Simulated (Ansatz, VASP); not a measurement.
## Cr: VASP beside Ansatz

File INCAR:

```
SYSTEM = Cr
  PREC = Accurate
  ENCUT = 600
  EDIFF = 1E-6
  ISMEAR = 0
  SIGMA = 0.1
  LREAL = .FALSE.
  LASPH = .TRUE.
  NELM = 100
  ALGO = Fast
  ISIF = 3
  LWAVE = .FALSE.
  LCHARG = .FALSE.
  GGA = PE
  IVDW = 12
  IBRION = 2
  NSW = 100
  EDIFFG = -0.005
```

Contents of KPOINTS:

```
regular mesh
0
G
  20 20 20
  0 0 0
```

File POSCAR:

```
Cr
1.0
   -1.4114709093      1.4114709093      1.4114709093
    1.4114709093     -1.4114709093      1.4114709093
    1.4114709093      1.4114709093     -1.4114709093
Cr
1
Direct
    0.0000000000      0.0000000000      0.0000000000
```

Input for Ansatz:

```yaml
crystal:
  lattice:
    - [-1.4114709093, 1.4114709093, 1.4114709093]
    - [1.4114709093, -1.4114709093, 1.4114709093]
    - [1.4114709093, 1.4114709093, -1.4114709093]
  atoms:
    - { symbol: Cr, position: [0.0, 0.0, 0.0] }
basis:
  ecutwfc: 420
kpoints:
  mp_grid: { grid: [20, 20, 20] }
hamiltonian:
  xc: pbe
  dispersion: d3bj
scf:
  occupations: { method: gaussian, width: 0.1 }
output:
  forces: true
  stress: true
  eigenvalues: true
relax:
  adjacent_minimum: "off"
  f_tol: 0.005
  max_steps: 80
  cell: { stress_tol: 0.05 }
```

Alike in both runs: task relaxation of cell and atoms; functional PBE; dispersion D3(BJ); k mesh 20 × 20 × 20; occupations gaussian, width 0.1 eV; no spin polarisation.

|  | VASP | Ansatz |
| --- | --- | --- |
| version | VASP 6.6.1 | Ansatz 0.2.0 |
| potentials or method | VASP PAW PBE potentials, release 64 (Cr_pv) | scalar-relativistic, plane waves, PAW |
| plane-wave cutoff (eV) | 600 | 420 |
| valence electrons in the cell | 12 | 14 |

|  | VASP | Ansatz | Ansatz less VASP |
| --- | --- | --- | --- |
| gap on the k mesh at the Fermi level, each at its own relaxed structure (eV) | none | none | - |
| relaxed volume (Å³/atom) | 11.21 | 11.23 | +0.023 |
| relaxed cell length with the largest relative difference (Å) | 2.442 | 2.444 | +0.0017 |

A gap of «none» marks a metal or a gap that the smearing closes. The two sets of potentials don't hold the same shells in valence.

Caveats: the run has no spin polarisation, though such a crystal can be magnetic; pairwise dispersion overbinds metals, which lowers pressure and volume. Spin polarisation is off, so any magnetic state and its effect on volume and gap are missing.
